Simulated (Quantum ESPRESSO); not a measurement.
Runs of Quantum ESPRESSO 7.5 on CoO. The structure is trigonal, space group R3m (No. 160). Conventional cell: a = 3.204 Å, b = 3.204 Å, c = 7.699 Å, α = 90.00°, β = 90.00°, γ = 120.00°. Co (site symmetry 3m) is surrounded by 4 O at 1.91 to 1.96 Å. Around O (site symmetry 3m) lie 4 Co at 1.91 to 1.96 Å. Measurements of this composition are mostly on another form, of space group No. 225.

```csv
task,level,potentials or basis,cell,form of the LDA correlation,gap on the mesh (eV),pressure (GPa),moment (μB),largest force (eV/Å)
single point,PBEsol,GBRV 1.5 PBEsol,as given,-,none,-6.9,2.91,0.24
single point,PBEsol,GBRV 1.5 PBEsol,"atoms moved at random, drawn with an rms of 0.05 Å",-,none,-6.8,2.91,0.27
band structure,PBEsol,GBRV 1.5 PBEsol,as given,-,none,-6.9,2.91,0.24
band structure,LDA,GBRV 1.5 LDA,as given,PZ81,none,-14.2,2.81,(a)
```

Alike in all rows: spin collinear, ferromagnetic start; k mesh 10 × 10 × 10; cutoff (eV) 762; smearing fermi-dirac 0.05 eV.

Task: Estimate the missing entries.

Result: (a) 0.21.

Caveats: a cell with one magnetic atom can't hold antiferromagnetic order, which such compounds often take; semilocal functionals often make such compounds metallic where correlation or magnetic order opens a gap, which also shifts bond lengths.

A gap of «none» marks a metal or a gap under the smearing width.
